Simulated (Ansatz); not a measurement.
## MgO: what symmetry allows forces and stress to be

```
CELL_PARAMETERS angstrom
3.35681 0.00000 0.00000
-1.67840 2.90708 0.00000
0.00000 0.00000 4.75776
ATOMIC_POSITIONS crystal
Mg 0.33333 0.66667 0.01420
Mg 0.66667 0.33333 0.51420
O 0.33333 0.66667 0.39040
O 0.66667 0.33333 0.89040
```

The calculation used DFT PBEsol, scalar-relativistic, plane waves, PAW (Ansatz).

Settings: cutoff 420 eV, Γ-centred mesh 9×9×6 on the computed 4-atom cell, Gaussian smearing of 0.02 eV; no spin polarisation.

This distorted cell has space group P6_3mc, with 12 operations.

Question: Without a calculation: in which directions can each atom feel a force?

Answer: A force must be left unchanged by every operation that keeps its atom in place, so it lies in the space that those operations leave fixed. Atoms that the group maps onto each other feel forces of one size.
```
atom site symmetry operations at the site equivalent to atom allowed force (Cartesian)
 Mg1            3m.                       6                   1   along (0.00, 0.00, 1.00)
 Mg2            3m.                       6                   1   along (0.00, 0.00, 1.00)
  O3            3m.                       6                   3   along (0.00, 0.00, 1.00)
  O4            3m.                       6                   3   along (0.00, 0.00, 1.00)
```

That leaves 2 independent force components of 12, tied by 1 condition that the forces sum to zero, so 1 remains. A relaxation in this cell that keeps the symmetry moves the atoms in these directions alone.

Question: And the stress tensor?

Answer: It must be invariant under the point group, which leaves 2 independent components: yz, xz, xy vanish; xx = yy.

Question: Do the computed values obey this?

Answer: Yes. Forces (eV/Å):
```
Mg1  0.000  0.000 -2.481
Mg2  0.000  0.000 -2.481
O3   0.000  0.000  2.481
O4   0.000  0.000  2.481
```

Stress (GPa, compression positive, xx yy zz yz xz xy): -4.73 -4.73 29.85 0.00 0.00 0.00. The program imposes the same operations on density, forces and stress, so this confirms the analysis and is no independent test of the calculation.

This wurtzite form isn't the usual stable structure of the compound.